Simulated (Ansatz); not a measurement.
Runs of Ansatz 0.2.0 on GaSb. It takes space group F-43m (No. 216, cubic). Conventional cell: a = 6.118 Å, b = 6.118 Å, c = 6.118 Å, α = 90.00°, β = 90.00°, γ = 90.00°. Sb (site symmetry -43m) has 4 Ga at 2.65 Å as nearest neighbours. Ga (site symmetry -43m) is surrounded by 4 Sb at 2.65 Å. 

| task | level | cell | cutoff (eV) | gap on the mesh (eV) | pressure (GPa) |
| --- | --- | --- | --- | --- | --- |
| single point | PBE | strain = 0.0 | 278 | none | 2.3 |
| band structure | revPBE | as given | 278 | 0.12 | (a) |
| band structure | PBE | as given | 278 | - | 2.3 |
| relaxation of cell and atoms | PBE | relaxed to 20 GPa | - | 0.54 | 20.0 |
| relaxation of cell and atoms | PBE | relaxed | - | - | 0.0 |

Alike in all rows: potentials or basis all-electron LAPW, scalar-relativistic; no spin polarisation; k mesh 8 × 8 × 8; smearing fermi-dirac 0.05 eV; basis error allowed 0.001 eV/atom.

Fill in the values left out.

(a) 3.5.

Caveats: spin-orbit coupling is left out, which moves the levels of the heavy elements (some runs).

A k mesh can miss the band edges, and the runs leave out spin-orbit coupling on Ga, Sb.

A gap of «none» marks a metal or a gap under the smearing width.
